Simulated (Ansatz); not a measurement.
# TiAl3 (Pmm2) in Ansatz: further runs, part 2 of 2

Ansatz 0.2.0. The steps go on from the part before.

### Step 4. Band structure, PBEsol

Input file input.yaml:

```yaml
crystal:
  lattice:
    - [2.839677, 0.0, 0.0]
    - [0.0, 4.681264, 0.0]
    - [0.0, 0.0, 4.900742]
  atoms:
    - { symbol: Ti, position: [0.0, 0.5, 0.165916] }
    - { symbol: Al, position: [0.0, 0.0, 0.8359] }
    - { symbol: Al, position: [0.5, 0.0, 0.330912] }
    - { symbol: Al, position: [0.5, 0.5, 0.667271] }
kpoints:
  mp_grid: { grid: [9, 6, 6] }
  band_path:
    path:
      - [0.0, 0.0, 0.0]
      - [0.5, 0.0, 0.0]
      - [0.5, 0.5, 0.0]
      - [0.0, 0.5, 0.0]
      - [0.0, 0.0, 0.0]
      - [0.0, 0.0, 0.5]
      - [0.5, 0.0, 0.5]
      - [0.5, 0.5, 0.5]
    npoints: 8
scf:
  occupations: { method: fermi_dirac, width: 0.05 }
hamiltonian:
  xc: pbesol
  pseudopotentials: { kind: all_electron, datasets: crystal }
output:
  forces: true
  stress: true
  eigenvalues: true
```

Potentials or basis: all-electron PAW datasets made for the crystal.

On the command line:

```bash
ansatz run input.yaml --threads 2 --pin off --max-ram 8192MiB --backend cpu --events-out ev --progress --plain --runs-dir out
```

Standard output:

```text
Warning: RAYON_NUM_THREADS=2 ignored (pool sized by the plan → 2); use --threads N
hamiltonian.pseudopotentials.datasets: crystal makes datasets for this crystal and solves the spheres of its atoms anew in each pass: cutoff 220.0 eV, the density's 880.0 eV; for an error of 0.50 meV an atom under PBE, 2.0 meV for the cell; an energy difference from a run of another recipe may be off by several times the error for the cell, under r2SCAN by more, where some 0.1 meV an atom stays at smaller errors; Al in spheres of 1.376 Å, 3 of its electrons in bands; Ti in spheres of 1.376 Å, 4 of its electrons in bands, 8 on its site; only band paths and densities of states list, in semicore columns, the levels of the semicore shells that are solved separately: 3s of Ti, 3p of Ti
Engine: ansatz 0.2.0, aarch64-unknown-linux-gnu
Pseudopotentials: kind: all_electron
Pseudopotential: Ti, paw, valence charge 12, recommended cutoff 220 eV (normal), crystal/all_electron/pbesol/scalar/gaussian/Ti, Koelling and Harmon's equation, gaussian nucleus
Pseudopotential: Al, paw, valence charge 3, recommended cutoff 220 eV (normal), crystal/all_electron/pbesol/scalar/gaussian/Al, Koelling and Harmon's equation, gaussian nucleus
Functional definition: PBEsol
  exchange = pbesol_x
  correlation = pbesol_c
Crystal: 4 atoms, lattice volume = 65.147 Å³
Basis set: ecut = 220 eV, 479 PW (Γ), exchange–correlation on 30×48×48 points (8 copies of the dense FFT grid, shifted against one another)
Bands: 11, of which v1, the nominal top of the filled ones, is band 7 counted from 1 (6 counted from 0)
Symmetry: 4 space group operations
Space group: Pmm2 (ITA 25), of the structure as read, at distance tolerance 4.0e-5 Å
k-points: 80 of 324 (time reversal used)
Non-local potential: Ti, projectors of the file, l = 0: 1, l = 1: 1, l = 2: 2
Non-local potential: Al, projectors of the file, l = 0: 1, l = 1: 1
PAW form: soft (Blöchl's): semilocal exchange-correlation on the pseudo side does not see the compensation charge
PAW one-centre angular grid: Ti, 590 points (default); XC on its mesh's 1951 points in the sphere
PAW one-centre angular grid: Al, 110 points (default); XC on its mesh's 2005 points in the sphere
[... 31 lines left out ...]
In the spheres:  the bands' charges fall short by 1.9e-6 e at most (sound up to 1e-3), those of shells solved beside the bands by 2.6e-6 e (sound up to 5e-4)
Fermi energy:    10.803921 eV
--- Per-component energies (eV) ---
  E_band       = 96.257185
  E_kinetic    = 110.459001
  E_local      = -973.073718  (includes V_loc(G=0)·N_el)
  E_nonlocal   = 46.997758
  E_hartree    = 530.705081
  E_xc         = -124.558859
  E_vxc        = -149.391174  (∫ρ·V_xc dr)
  E_paw        = -43663.174434  (= ΣΔE_a)
  E_vpaw       = -2188.941485  (= ΣTr[D̂ρ^β])
  E_ewald      = -1108.419348
  E_smearing   = -0.021951  (= −TS)
  E_closure    = 2188.805606  (closes the sum)
  Σ components = -42992.280867   (vs F -42992.280867, Δ=0.00e0)
  The terms above E_closure are by the made datasets' own strengths, without shells solved beside the bands.
--- Forces (eV/Å), atoms counted from 1 ---
  atom   1  Ti     0.00000000     0.00000000    -0.04055252
  atom   2  Al     0.00000000     0.00000000     0.04872167
  atom   3  Al     0.00000000     0.00000000     0.00495699
  atom   4  Al     0.00000000     0.00000000    -0.01296232
  max |Σ_I F_I| component: 1.64e-4 eV/Å
--- Stress (GPa, compression-positive) ---
       -4.479321       0.000000       0.000000
        0.000000      -1.262281       0.000000
        0.000000       0.000000      -1.525084
  P = ⅓ Tr σ = -2.4222 GPa (-24.222 kbar)
  It holds what live shells' own plane waves past their cutoff add
--- Band table (eV; the first three rows and the last of 80) ---
  k-point 0: bands = ["0.6863", "5.7414", "6.9843", "7.3269", "8.1772", "10.0375", "10.4390", "13.1515", "13.2202"]
  k-point 1: bands = ["0.8544", "4.8491", "7.2305", "7.3488", "9.0712", "9.9692", "10.3129", "12.8429", "13.1224"]
  k-point 2: bands = ["1.3323", "3.5707", "7.3953", "7.7947", "9.5529", "9.8309", "10.2993", "13.0607", "13.0666"]
  k-point 79: bands = ["6.4658", "6.7044", "6.7096", "8.3995", "8.4417", "8.5135", "9.5807", "11.0147", "11.8070"]
```

Run time: 13 s. Hardware: 2 threads of Arm Neoverse V2, shared host; peak memory 0.58 GiB.

Results:

| Property | Result |
| --- | --- |
| Free energy | -42992.2809 eV |
| Pressure | -2.4 GPa |
| Largest force | 0.049 eV/Å |
| Band gap along the path | none (metal or under the smearing width) |

Forces in eV/Å, atoms in the order of the input:
```
Ti   0.000  0.000 -0.041
Al   0.000  0.000  0.049
Al   0.000  0.000  0.005
Al   0.000  0.000 -0.013
```

Stress tensor (GPa, compression positive):
```
-4.48  0.00  0.00
 0.00 -1.26  0.00
 0.00  0.00 -1.53
```

Levels at the corners of the path, in eV from the Fermi level:
```
point  band 3  band 4  band 5  band 6  band 7  band 8  band 9  band 10  band 11
    Γ   -3.82   -3.48   -2.63   -0.77   -0.36    2.35    2.42     2.71     2.80
    X   -2.14   -1.94   -1.73    0.37    0.60    0.75    1.38     1.53     2.24
    S   -3.66   -3.31   -1.67   -0.47   -0.31    0.79    1.15     1.33     3.40
    Y   -3.49   -3.10   -2.00   -1.47   -0.13    2.26    2.36     2.68     3.11
    Γ   -3.82   -3.48   -2.63   -0.77   -0.36    2.35    2.42     2.71     2.80
    Z   -3.38   -2.23   -2.09   -1.04   -0.28    2.24    2.28     2.43     3.24
    U   -3.83   -3.44   -1.30   -0.18   -0.11    0.58    1.21     1.95     3.26
    R   -3.49   -3.25   -2.77   -2.75   -0.78   -0.20    1.04     2.08     2.35
```

### Step 5. Band structure, PBEsol

input.yaml, as its differences from that of step 4:

```diff
@@ -27,3 +27,6 @@
   xc: pbesol
-  pseudopotentials: { kind: all_electron, datasets: crystal }
+  pseudopotentials:
+    kind: all_electron
+    lapw: { basis_error: 0.002 }
+    dirac_shells: { Al: ["2p"], Ti: ["2p"] }
 output:
```

Potentials or basis: all-electron LAPW, inner shells corrected to Dirac's equation.

On the command line:

```bash
ansatz run input.yaml --threads 2 --pin off --max-ram 8192MiB --backend cpu --events-out ev --progress --plain --runs-dir out
```

Wall time 31 s (2 threads of Arm Neoverse V2, shared host); peak memory 0.44 GiB.

The run converged. Its results:

| Item | Value |
| --- | --- |
| Free energy | -42992.5073 eV |
| Pressure | -2.4 GPa |
| Largest force | 0.049 eV/Å |
| Band gap along the path | none (metal or under the smearing width) |

Forces in eV/Å, atoms in the order of the input:
```
Ti   0.000  0.000 -0.041
Al   0.000  0.000  0.049
Al   0.000  0.000  0.005
Al   0.000  0.000 -0.013
```

Stress tensor (GPa, compression positive):
```
-4.48  0.00  0.00
 0.00 -1.26  0.00
 0.00  0.00 -1.53
```

Levels at the corners of the path, in eV from the Fermi level:
| point | band 21 | band 22 | band 23 | band 24 | band 25 | band 26 |
| --- | --- | --- | --- | --- | --- | --- |
| Γ | -2.63 | -0.77 | -0.36 | 2.35 | 2.42 | 2.71 |
| X | -1.73 | 0.37 | 0.60 | 0.75 | 1.38 | 1.53 |
| S | -1.67 | -0.47 | -0.31 | 0.79 | 1.15 | 1.33 |
| Y | -2.00 | -1.47 | -0.13 | 2.26 | 2.36 | 2.67 |
| Γ | -2.63 | -0.77 | -0.36 | 2.35 | 2.42 | 2.71 |
| Z | -2.09 | -1.04 | -0.27 | 2.24 | 2.28 | 2.43 |
| U | -1.30 | -0.18 | -0.11 | 0.58 | 1.21 | 1.95 |
| R | -2.77 | -2.75 | -0.78 | -0.20 | 1.04 | 2.08 |

### Step 6. Overview

```tsv
potentials or basis	cutoff (eV)	basis error allowed	pressure (GPa)	largest force (eV/Å)
all-electron LAPW, scalar-relativistic	212	0.002 eV/atom	-2.4	0.05
all-electron LAPW, non-relativistic	213	0.002 eV/atom	-2.3	0.05
all-electron PAW datasets made for the crystal	220	-	-2.4	0.05
all-electron LAPW, inner shells corrected to Dirac's equation	212	0.002 eV/atom	-2.4	0.05
```

Alike in all rows: task band structure; level PBEsol; no spin polarisation; cell as given; k mesh 9 × 6 × 6; smearing fermi-dirac 0.05 eV.

Compare energies only between runs with the same functional and basis.
